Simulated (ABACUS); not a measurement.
The system is InAs.

```xyz
2
Lattice="0.0000 3.0180 3.0180 3.0180 0.0000 3.0180 3.0180 3.0180 0.0000" Properties=species:S:1:pos:R:3 pbc="T T T"
In    0.0000    0.0000    0.0000
As    4.5270    4.5270    4.5270
```

```yaml
Program: ABACUS 3.10.1
Task: relaxation of cell and atoms
Functional: RPBE
Potentials_or_basis: SPMS ONCV 1.0 PBE
Cutoff: 1143 eV
Density_cutoff: 4572 eV
Basis: plane waves
k_mesh: 6 × 6 × 6
Occupations: fermi-dirac, width 0.05 eV
Spin: no spin polarisation
```

At the start: pressure 6.9 GPa; volume 27.49 Å³/atom.

Task: Where does the relaxation end?

Result: Over 3 steps the energy falls by 68.6 meV/atom and the volume is 31.03 Å³/atom (+12.9 %); space group F-43m (No. 216, to 0.05 Å).

Step by step:
| step | energy change (eV) | largest force (eV/Å) | pressure (GPa) | volume (Å³) |
| --- | --- | --- | --- | --- |
| 1 | 0.0000 | 0.0000 | 6.93 | 54.98 |
| 2 | -0.1164 | 0.0000 | -1.92 | 65.38 |
| 3 | -0.1372 | 0.0000 | 0.00 | 62.07 |

Final structure:
```cif
data_structure
_symmetry_space_group_name_H-M 'P 1'
_symmetry_Int_Tables_number 1
_cell_length_a 4.4441
_cell_length_b 4.4441
_cell_length_c 4.4441
_cell_angle_alpha 60.000
_cell_angle_beta 60.000
_cell_angle_gamma 60.000
_cell_volume 62.07
loop_
_atom_site_label
_atom_site_type_symbol
_atom_site_fract_x
_atom_site_fract_y
_atom_site_fract_z
_atom_site_occupancy
In1 In 0.00000 0.00000 0.00000 1
As1 As 0.75000 0.75000 0.75000 1
```

Caveat: the potentials were made for another functional, which shifts forces and pressure; the volume moved by +13 % from the deposited cell, more than functionals usually miss.
